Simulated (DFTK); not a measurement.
CoO:

```xyz
2
Lattice="3.0144 0.0000 0.0000 1.5072 2.6105 0.0000 1.5072 0.8702 2.4612" Properties=species:S:1:pos:R:3 pbc="T T T"
Co    0.0000    0.0000    0.0000
O     3.0144    1.7404    1.2306
```

Base run:

| Item | Value |
| --- | --- |
| Program | DFTK 0.8.2 |
| Functional | PBEsol |
| Potentials or basis | SG15 1.2 (PBE) |
| Cutoff | 1225 eV |
| k mesh | 9 × 9 × 9 |
| Occupations | fermi-dirac, width 0.05 eV |
| Spin | collinear spin, ferromagnetic start |
| Starting moments | [2.0, 0.0] μB |

Its results: band gap on the k mesh none (metal or under the smearing width); pressure -9.9 GPa; net moment 2.98 μB per cell; site moments Co +2.61; O +0.37 μB.

**Question.** The run is repeated on the same cell with these changes: functional from PBEsol to r2SCAN; k mesh from 9 × 9 × 9 to 7 × 7 × 7. What comes out?

**Answer.** Band gap on the k mesh none (metal or under the smearing width); pressure -7.3 GPa; net moment 3.00 μB per cell; site moments Co +2.70; O +0.30 μB.

Several settings changed at once, so the effect can't be laid on one alone.

Caveats: some runs use coarse meshes; the potentials were made for another functional, which shifts forces and pressure; a cell with one magnetic atom can't hold antiferromagnetic order, which such compounds often take; semilocal functionals often make such compounds metallic where correlation or magnetic order opens a gap, which also shifts bond lengths.
